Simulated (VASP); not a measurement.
A run of VASP 6.6.1:

The input POSCAR:

```
WC
1.0
    2.9005014360      0.0000000000      0.0000000000
   -1.4502507180      2.5119079273      0.0000000000
    0.0000000000      0.0000000000      2.8290000000
W C
1 1
Direct
    0.0000000000      0.0000000000      0.0000000000
    0.6666666667      0.3333333333      0.5000000000
```

File INCAR.step1:

```
SYSTEM = WC
PREC = Accurate
ENCUT = 520
ISMEAR = 0
SIGMA = 0.15
LREAL = .FALSE.
LASPH = .TRUE.
NELM = 100
NBANDS = 16
GGA = PE
ALGO = Normal
EDIFF = 1E-4
LWAVE = .TRUE.
LCHARG = .FALSE.
```

The input INCAR.step2:

```
SYSTEM = WC
PREC = Accurate
ENCUT = 520
EDIFF = 1E-6
ISMEAR = 0
SIGMA = 0.15
LREAL = .FALSE.
LASPH = .TRUE.
NELM = 100
ALGO = Normal
ISIF = 2
LWAVE = .FALSE.
LCHARG = .FALSE.
METAGGA = R2SCAN
LMIXTAU = .TRUE.
NBANDS = 16
ISTART = 1
```

Contents of KPOINTS:

```
Automatic mesh
0
G
  21 21 18
  0 0 0
```

Potentials or basis: VASP PAW PBE potentials, release 64 (W_sv, C).

The run is started by

```console
$ cat potpaw_PBE.64/W_sv/POTCAR potpaw_PBE.64/C/POTCAR > POTCAR
$ cp INCAR.step1 INCAR
$ mpirun -np 1 vasp_std > vasp.out
$ cp INCAR.step2 INCAR
$ mpirun -np 1 vasp_std > vasp.out
```

Hardware: 1 thread of Intel(R) Xeon(R) 6975P-C (Granite Rapids), with other jobs on the host.

Q: How long does it take, and how much memory?

A: It took 2.2 min on 1 thread of Intel(R) Xeon(R) 6975P-C (Granite Rapids), with other jobs on the host, peak memory 0.27 GiB. Counts: scf iterations 8, k points 480.
